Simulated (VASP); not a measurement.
# Dy (P6_3/mmc) in VASP: a series of runs

Runs on Dy. Level: PBEsol. Tasks: single point.

Program: VASP 6.6.1. These are calculated values, not measurements. Logs are shortened: lines on timing, memory, paths and dates and some standing lists are left out, and cuts for length are marked.

## (1) Starting point

It takes space group P6_3/mmc (No. 194, hexagonal). Conventional cell: a = 3.590 Å, b = 3.590 Å, c = 5.647 Å, α = 90.00°, β = 90.00°, γ = 120.00°. Dy (site symmetry -6m2) is surrounded by 12 Dy at 3.50 to 3.59 Å.

## (2) Single point, PBEsol, collinear spin, ferromagnetic start

The input, INCAR:

```
SYSTEM = Dy
PREC     = Accurate       ! precision mode
ENCUT    = 650            ! plane-wave cutoff, eV
EDIFF    = 1E-6           ! SCF threshold, eV
ISMEAR   = 1              ! smearing method
SIGMA    = 0.2            ! smearing width, eV
LREAL    = .False.        ! projectors in reciprocal space
LASPH    = .True.         ! aspherical terms in the spheres
NELM     = 100            ! most SCF steps
ALGO     = Normal         ! electronic algorithm
ISIF     = 2              ! what is computed and relaxed
LWAVE    = .False.        ! write WAVECAR
LCHARG   = .False.        ! write CHGCAR
ISPIN    = 2              ! spin polarisation
MAGMOM   = 5 5            ! initial moments
LORBIT   = 11             ! projections on sites
LMAXMIX  = 6              ! l up to which the mixer works
GGA      = PS             ! functional
ADDGRID  = .False.
```

The input, KPOINTS:

```
regular mesh
0
Gamma
  5 5 3
  0 0 0
```

The input, POSCAR:

```
Dy
1.0
    3.5903000000      0.0000000000      0.0000000000
   -1.7951500000      3.1092910072      0.0000000000
    0.0000000000      0.0000000000      5.6475000000
Dy
2
Direct
    0.6666666667      0.3333333333      0.7500000000
    0.3333333333      0.6666666667      0.2500000000
```

Potentials or basis: VASP PAW PBE potentials, release 64 (Dy_3), 4f in core.

Command:

```sh
> cat potpaw_PBE.64/Dy_3/POTCAR > POTCAR
> mpirun -np 1 vasp_std > vasp.out
```

OUTCAR:

```text
SYSTEM = Dy
   PREC = Accurate
   ENCUT = 650
   EDIFF = 1E-6
   ISMEAR = 1
   LREAL = .False.
   LASPH = .True.
   NELM = 100
   ISIF = 2
   ISPIN = 2
   LORBIT = 11
   GGA = PS

 Found     10 irreducible k-points:

 Following reciprocal coordinates:
            Coordinates               Weight
  0.000000  0.000000  0.000000      1.000000
  0.200000  0.000000  0.000000      6.000000
  0.400000  0.000000  0.000000      6.000000
  0.200000  0.200000  0.000000      6.000000
  0.400000  0.200000  0.000000      6.000000
  0.000000  0.000000  0.333333      2.000000
   k-points           NKPTS =     10   k-points in BZ     NKDIM =     10   number of bands    NBANDS=     18
   number of dos      NEDOS =    301   number of ions     NIONS =      2
   total plane-waves  NPLWV =  43200
   dimension x,y,z NGX =    30 NGY =   30 NGZ =   48
   dimension x,y,z NGXF=    60 NGYF=   60 NGZF=   96
   ions per type =               2
   NGX,Y,Z   is equivalent  to a cutoff of  13.89, 13.89, 14.13 a.u.
   NGXF,Y,Z  is equivalent  to a cutoff of  27.78, 27.78, 28.26 a.u.
 SYSTEM =  Dy
   PREC   = accura    normal or accurate (medium, high low for compatibility)
   ISTART =      0    job   : 0-new  1-cont  2-samecut
   ICHARG =      2    charge: 1-file 2-atom 10-const
   ISPIN  =      2    spin polarized calculation?
   LNONCOLLINEAR =      F non collinear calculations
   LSORBIT =      F    spin-orbit coupling
   LASPH  =      T    aspherical Exc in radial PAW
   ENCUT  =  650.0 eV  47.77 Ry    6.91 a.u.   7.46  7.46 11.74*2*pi/ulx,y,z
   NELM   =    100;   NELMIN=  2; NELMDL= -5     # of ELM steps
   EDIFF  = 0.1E-05   stopping-criterion for ELM
   LREAL  =      F    real-space projection
   EDIFFG = 0.1E-04   stopping-criterion for IOM
   NSW    =      0    number of steps for IOM
   IBRION =     -1    ionic relax: 0-MD 1-quasi-New 2-CG
   NFREE  =      0    steps in history (QN), initial steepest desc. (CG)
   ISIF   =      2    stress and relaxation
   ISYM   =      2    0-nonsym 1-usesym 2-fastsym
   POTIM  = 0.5000    time-step for ionic-motion
   TEBEG  =    0.0;   TEEND  =   0.0 temperature during run
   PSTRESS=    0.0 pullay stress
   NELECT =      18.0000    total number of electrons
   NUPDOWN=      -1.0000    fix difference up-down
   EMIN   =  10.00;   EMAX   =-10.00  energy-range for DOS
   EFERMI =   0.00;   METHOD = LEGACY
   ISMEAR =     1;   SIGMA  =   0.20  broadening in eV -4-tet -1-fermi 0-gaus
   EFERMI_NEDOS =   21; number of points for ismear=-14 and -15
   IALGO  =     38    algorithm
   IMIX   =      4    mixing-type and parameters
     AMIX     =   0.40;   BMIX     =  1.00
     AMIX_MAG =   1.60;   BMIX_MAG =  1.00
  volume/ion in A,a.u.               =      31.52       212.72
  Fermi-wavevector in a.u.,A,eV,Ry     =   1.077994  2.037113 15.810927  1.162070
  Thomas-Fermi vector in A             =   2.213920
   LORBIT       =     11    0 simple, 1 ext, 2 COOP (PROOUT), +10 PAW based schemes
   GGA     = PS    functional components
   LHFCALC =     F    Hartree Fock is set to
   AEXX    =    0.0000 exact exchange contribution
   IVDW    =     0    specifies the selected vdW correction
   LEPSILON=     F    determine dielectric tensor
   LRPA    =     F    only Hartree local field effects (RPA)
 spin polarized calculation
 Methfessel and Paxton  Order N= 1 SIGMA  =   0.20
  energy-cutoff  :      650.00
  volume of cell :       63.04
 maximum number of plane-waves:      2400
 NGX is ok and might be reduce to    30
   NGX = 15   NGY = 15   NGZ = 23

 number of electron      18.0000000 magnetization      10.0000000

 number of electron      18.0000001 magnetization       0.8893242

 Free energy of the ion-electron system (eV)
  ---------------------------------------------------
  ext. energy  EPLUGINS =         0.00000000
  ---------------------------------------------------
  free energy    TOTEN  =        -9.87092320 eV

  energy without entropy =       -9.86597811  energy(sigma->0) =       -9.86927484

 E-fermi :   2.9921     XC(G=0):  -9.9615

 val. band max:        2.9732868794   @ k =   0.4000   0.2000   0.0000
 cond. band min:       3.0080349363   @ k =   0.4000   0.0000   0.3333
 fundamental gap:      0.0347480569
 Fermi energy:         2.9920788345

 spin component 1

 k-point     1 :       0.0000    0.0000    0.0000
  band No.  band energies     occupation
      1     -20.6464      1.00000
      2     -20.0367      1.00000
      3     -20.0367      1.00000
      4     -19.9254      1.00000
      5     -19.9254      1.00000
      6     -19.8998      1.00000
[... 10 lines left out ...]
     17       8.2067      0.00000
     18       8.2067      0.00000

 k-point     2 :       0.2000    0.0000    0.0000
  band No.  band energies     occupation
      1     -20.5627      1.00000
      2     -20.2020      1.00000
      3     -20.0956      1.00000
      4     -20.0907      1.00000
      5     -19.9485      1.00000
      6     -19.9416      1.00000
[... 10 lines left out ...]
     17       8.7695      0.00000
     18       9.9180      0.00000

 k-point     3 :       0.4000    0.0000    0.0000
  band No.  band energies     occupation
      1     -20.4691      1.00000
      2     -20.3809      1.00000
      3     -20.3466      1.00000
      4     -20.1712      1.00000
      5     -20.0548      1.00000
      6     -19.9909      1.00000
[... 10 lines left out ...]
     17       9.1960      0.00000
     18      10.1928      0.00000

 k-point     4 :       0.2000    0.2000    0.0000
  band No.  band energies     occupation
      1     -20.4250      1.00000
      2     -20.3430      1.00000
      3     -20.3286      1.00000
      4     -20.1494      1.00000
      5     -20.0413      1.00000
      6     -20.0238      1.00000
[... 10 lines left out ...]
     17       8.8164      0.00000
     18      10.3642      0.00000

 k-point     5 :       0.4000    0.2000    0.0000
  band No.  band energies     occupation
      1     -20.4652      1.00000
      2     -20.3423      1.00000
      3     -20.2822      1.00000
      4     -20.2683      1.00000
      5     -20.1321      1.00000
      6     -20.1057      1.00000
[... 10 lines left out ...]
     17       8.8978      0.00000
     18       9.1339      0.00000

 k-point     6 :       0.0000    0.0000    0.3333
  band No.  band energies     occupation
      1     -20.4704      1.00000
      2     -20.0979      1.00000
      3     -20.0091      1.00000
      4     -20.0091      1.00000
      5     -19.9535      1.00000
      6     -19.9535      1.00000
[... 10 lines left out ...]
     17       8.2813      0.00000
     18       8.2813      0.00000

 [... further k-points ...]

 spin component 2

 k-point     1 :       0.0000    0.0000    0.0000
  band No.  band energies     occupation
      1     -20.5289      1.00000
      2     -19.9254      1.00000
      3     -19.9254      1.00000
      4     -19.8163      1.00000
      5     -19.8163      1.00000
      6     -19.7990      1.00000
[... 10 lines left out ...]
     17       8.3687      0.00000
     18       8.3687      0.00000

 k-point     2 :       0.2000    0.0000    0.0000
  band No.  band energies     occupation
      1     -20.4470      1.00000
      2     -20.0862      1.00000
      3     -19.9816      1.00000
      4     -19.9782      1.00000
      5     -19.8398      1.00000
      6     -19.8387      1.00000
[... 10 lines left out ...]
     17       8.9205      0.00000
     18      10.1254      0.00000

 k-point     3 :       0.4000    0.0000    0.0000
  band No.  band energies     occupation
      1     -20.3463      1.00000
      2     -20.2693      1.00000
      3     -20.2258      1.00000
      4     -20.0569      1.00000
      5     -19.9506      1.00000
      6     -19.8800      1.00000
[... 10 lines left out ...]
     17       9.3402      0.00000
     18      10.4944      0.00000

 k-point     4 :       0.2000    0.2000    0.0000
  band No.  band energies     occupation
      1     -20.3124      1.00000
      2     -20.2243      1.00000
      3     -20.2086      1.00000
      4     -20.0340      1.00000
      5     -19.9295      1.00000
      6     -19.9202      1.00000
[... 10 lines left out ...]
     17       8.9683      0.00000
     18      10.6431      0.00000

 k-point     5 :       0.4000    0.2000    0.0000
  band No.  band energies     occupation
      1     -20.3437      1.00000
      2     -20.2212      1.00000
      3     -20.1728      1.00000
      4     -20.1502      1.00000
      5     -20.0261      1.00000
      6     -19.9923      1.00000
[... 10 lines left out ...]
     17       9.1754      0.00000
     18       9.3994      0.00000

 k-point     6 :       0.0000    0.0000    0.3333
  band No.  band energies     occupation
      1     -20.3565      1.00000
      2     -19.9922      1.00000
      3     -19.8983      1.00000
      4     -19.8983      1.00000
      5     -19.8438      1.00000
      6     -19.8438      1.00000
[... 10 lines left out ...]
     17       8.4488      0.00000
     18       8.4488      0.00000

 [... further k-points ...]
[... 5 lines left out ...]
  --------------------------------------------------------------------------------------
  -------------------------------------------------------------------------------------
  Total       -0.5924953     -0.5924953     -0.9781066      0.0000000     -0.0000000      0.0000000
  in kB      -15.0573014    -15.0573014    -24.8569824      0.0000000     -0.0000000      0.0000000
  external PRESSURE =     -18.3238617 kB  Pullay stress =       0.0000000 kB

 VOLUME and BASIS-vectors are now :
 -----------------------------------------------------------------------------
  energy-cutoff  :      650.00
  volume of cell :       63.04
      direct lattice vectors                 reciprocal lattice vectors
     3.590300000  0.000000000  0.000000000     0.278528257  0.160808364  0.000000000
    -1.795150000  3.109291007  0.000000000     0.000000000  0.321616728  0.000000000
     0.000000000  0.000000000  5.647500000     0.000000000  0.000000000  0.177069500

 POSITION                                       TOTAL-FORCE (eV/Angst)
 -----------------------------------------------------------------------------------
      1.79515      1.03643      4.23562        -0.000000      0.000000      0.000000
     -0.00000      2.07286      1.41187         0.000000      0.000000      0.000000
 -----------------------------------------------------------------------------------
    total drift:                               -0.000000      0.000000     -0.000000

  FREE ENERGIE OF THE ION-ELECTRON SYSTEM (eV)
  ---------------------------------------------------
  free  energy   TOTEN  =        -9.8709231992 eV

  energy  without entropy=       -9.8659781138  energy(sigma->0) =       -9.86927484

 total charge

# of ion       s       p       d       tot
------------------------------------------
    1        0.442   6.382   1.106   7.930
    2        0.442   6.382   1.106   7.930
--------------------------------------------------
tot          0.884  12.765   2.211  15.861

 magnetization (x)

# of ion       s       p       d       tot
------------------------------------------
    1        0.009   0.096   0.219   0.324
    2        0.009   0.096   0.219   0.324
--------------------------------------------------
tot          0.018   0.191   0.438   0.648
```

Run time: 31 s. Hardware: 1 thread of Intel Xeon Platinum 8488C (Sapphire Rapids), shared host; peak memory 0.23 GiB.

These settings aren't checked as converged: the numbers below hold their error.

What came out:

- Free energy: -9.8709 eV
- Pressure: -1.8 GPa
- Band gap on the k mesh: none (metal or under the smearing width)
- Net moment: 0.89 μB per cell
- Site moments: Dy +0.32 μB
- Valence electrons inside the program's atomic spheres: Dy 7.93

Caveat: the k mesh is coarse (spacing up to 0.40 Å⁻¹), so the values aren't converged; the magnetic or orbital state may not be the lowest; the PAW data sets were made with another functional, which shifts forces and pressure a little; spin-orbit coupling is left out, which moves the levels of the heavy elements; the 4f electrons are frozen in the core as for a trivalent ion, so they carry no moment and show no levels.

## (3) Single point, PBEsol, collinear spin, ferromagnetic start

INCAR is that of step 2.

KPOINTS is that of step 2.

The input, POSCAR:

```
Dy
1.0
    3.5903000000      0.0000000000      0.0000000000
   -1.7951500000      3.1092910072      0.0000000000
    0.0000000000      0.0000000000      5.6475000000
Dy
2
Direct
    0.6390340000      0.3471240000      0.7350940000
    0.3239070000      0.6817830000      0.2438910000
```

Potentials or basis: VASP PAW PBE potentials, release 64 (Dy_3), 4f in core.

Command:

```sh
> cat potpaw_PBE.64/Dy_3/POTCAR > POTCAR
> mpirun -np 1 vasp_std > vasp.out
```

OUTCAR:

```text
SYSTEM = Dy
   PREC = Accurate
   ENCUT = 650
   EDIFF = 1E-6
   ISMEAR = 1
   LREAL = .False.
   LASPH = .True.
   NELM = 100
   ISIF = 2
   ISPIN = 2
   LORBIT = 11
   GGA = PS

 Found     38 irreducible k-points:

 Following reciprocal coordinates:
            Coordinates               Weight
  0.000000  0.000000  0.000000      1.000000
  0.200000  0.000000  0.000000      2.000000
  0.000000  0.200000  0.000000      2.000000
 -0.200000  0.200000  0.000000      2.000000
  0.400000  0.000000  0.000000      2.000000
  0.000000  0.400000  0.000000      2.000000
   k-points           NKPTS =     38   k-points in BZ     NKDIM =     38   number of bands    NBANDS=     18
   number of dos      NEDOS =    301   number of ions     NIONS =      2
   total plane-waves  NPLWV =  43200
   dimension x,y,z NGX =    30 NGY =   30 NGZ =   48
   dimension x,y,z NGXF=    60 NGYF=   60 NGZF=   96
   ions per type =               2
   NGX,Y,Z   is equivalent  to a cutoff of  13.89, 13.89, 14.13 a.u.
   NGXF,Y,Z  is equivalent  to a cutoff of  27.78, 27.78, 28.26 a.u.
 SYSTEM =  Dy
   PREC   = accura    normal or accurate (medium, high low for compatibility)
   ISTART =      0    job   : 0-new  1-cont  2-samecut
   ICHARG =      2    charge: 1-file 2-atom 10-const
[... 202 lines left out ...]
      4     -19.8230      1.00000
      5     -19.8130      1.00000
      6     -19.7989      1.00000
[... 103 lines left out ...]
      5     -19.9513      1.00000
      6     -19.8819      1.00000
[... 10 lines left out ...]
     17       9.3032      0.00000
     18      10.4704      0.00000

 [... further k-points ...]
[... 5 lines left out ...]
  --------------------------------------------------------------------------------------
  -------------------------------------------------------------------------------------
  Total       -0.6003156     -0.5897571     -0.9666802     -0.0532606      0.0017580      0.0226053
  in kB      -15.2560409    -14.9877133    -24.5666012     -1.3535311      0.0446766      0.5744769
  external PRESSURE =     -18.2701185 kB  Pullay stress =       0.0000000 kB

 VOLUME and BASIS-vectors are now :
 -----------------------------------------------------------------------------
  energy-cutoff  :      650.00
  volume of cell :       63.04
      direct lattice vectors                 reciprocal lattice vectors
     3.590300000  0.000000000  0.000000000     0.278528257  0.160808364  0.000000000
    -1.795150000  3.109291007  0.000000000     0.000000000  0.321616728  0.000000000
     0.000000000  0.000000000  5.647500000     0.000000000  0.000000000  0.177069500

 POSITION                                       TOTAL-FORCE (eV/Angst)
 -----------------------------------------------------------------------------------
      1.67118      1.07931      4.15144         0.055929      0.002994      0.140317
     -0.06098      2.11986      1.37737        -0.055929     -0.002994     -0.140317
 -----------------------------------------------------------------------------------
    total drift:                               -0.000001      0.000001     -0.000000

  FREE ENERGIE OF THE ION-ELECTRON SYSTEM (eV)
  ---------------------------------------------------
  free  energy   TOTEN  =        -9.8656491645 eV

  energy  without entropy=       -9.8598492813  energy(sigma->0) =       -9.86371587

 total charge

# of ion       s       p       d       tot
------------------------------------------
    1        0.442   6.381   1.108   7.932
    2        0.442   6.381   1.108   7.932
--------------------------------------------------
tot          0.885  12.763   2.216  15.863

 magnetization (x)

# of ion       s       p       d       tot
------------------------------------------
    1        0.008   0.090   0.208   0.306
    2        0.008   0.090   0.208   0.306
--------------------------------------------------
tot          0.017   0.179   0.416   0.612
```

stdout:

```text
POSCAR found type information on POSCAR Dy
 POSCAR found :  1 types and       2 ions
 scaLAPACK will be used
 -----------------------------------------------------------------------------
|                                                                             |
|                                                                             |
|     You enforced a specific xc type in the INCAR file but a different       |
|     I HOPE YOU KNOW WHAT YOU ARE DOING!                                     |
|                                                                             |
 -----------------------------------------------------------------------------

 LDA part: xc-table for (Slater+PW92), standard interpolation
 POSCAR, INCAR and KPOINTS ok, starting setup
 FFT: planning ... GRIDC
 FFT: planning ... GRID_SOFT
 FFT: planning ... GRID
 WAVECAR not read
 entering main loop
```

Run time: 1.7 min. Hardware: 1 thread of Intel Xeon Platinum 8488C (Sapphire Rapids), shared host; peak memory 0.28 GiB.

These settings aren't checked as converged: the numbers below hold their error.

What came out:

- Free energy: -9.8656 eV
- Pressure: -1.8 GPa
- Largest force: 0.151 eV/Å
- Band gap on the k mesh: none (metal or under the smearing width)
- Net moment: 0.84 μB per cell
- Site moments: Dy +0.31 μB
- Valence electrons inside the program's atomic spheres: Dy 7.93

Caveat: the k mesh is coarse (spacing up to 0.40 Å⁻¹), so the values aren't converged; the magnetic or orbital state may not be the lowest; the PAW data sets were made with another functional, which shifts forces and pressure a little; spin-orbit coupling is left out, which moves the levels of the heavy elements; the 4f electrons are frozen in the core as for a trivalent ion, so they carry no moment and show no levels.

## (4) The reference run

An earlier run on the cell as given: functional PBE; potentials or basis VASP PAW PBE potentials, release 64 (Dy); cutoff 520 eV; k mesh 9 × 9 × 5; occupations fermi-dirac, width 0.05 eV; collinear spin, ferromagnetic start; starting moments [5.0, 5.0] μB.

- Pressure: 1.9 GPa
- Band gap on the k mesh: none (metal or under the smearing width)
- Net moment: 9.63 μB per cell
- Site moments: Dy +4.63 μB
- Valence electrons inside the program's atomic spheres: Dy 17.77
